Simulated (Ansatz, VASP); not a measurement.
One calculation of Au, two programs

```
Au
1.0
     0.00000    2.03500    2.03500
     2.03500    0.00000    2.03500
     2.03500    2.03500    0.00000
Au
1
Cartesian
  0.0000 0.0000 0.0000
```

Alike in both runs: functional PBE; k mesh 6 × 6 × 6; occupations fermi-dirac, width 0.05 eV; no spin polarisation.

|  | VASP | Ansatz |
| --- | --- | --- |
| version | VASP 6.6.1 | Ansatz 0.2.0 |
| potentials or method | VASP PAW PBE potentials, release 64 (Au) | Ansatz PAW |
| plane-wave cutoff (eV) | 520 | 420 |
| valence electrons in the cell | 11 | 19 |
| task | single point | band structure |

```tsv
	VASP	Ansatz	Ansatz less VASP
gap on the k mesh at the Fermi level (eV)	none	none	-
pressure (GPa)	11.9	12.2	+0.34
```

A gap of «none» marks a metal or a gap that the smearing closes. The two sets of potentials don't hold the same shells in valence.

Caveats: the k mesh is coarse (spacing up to 0.45 Å⁻¹), so the values aren't converged; spin-orbit coupling is left out, which moves the levels of the heavy elements (Ansatz). Spin-orbit coupling is left out, which matters for the levels of Au.
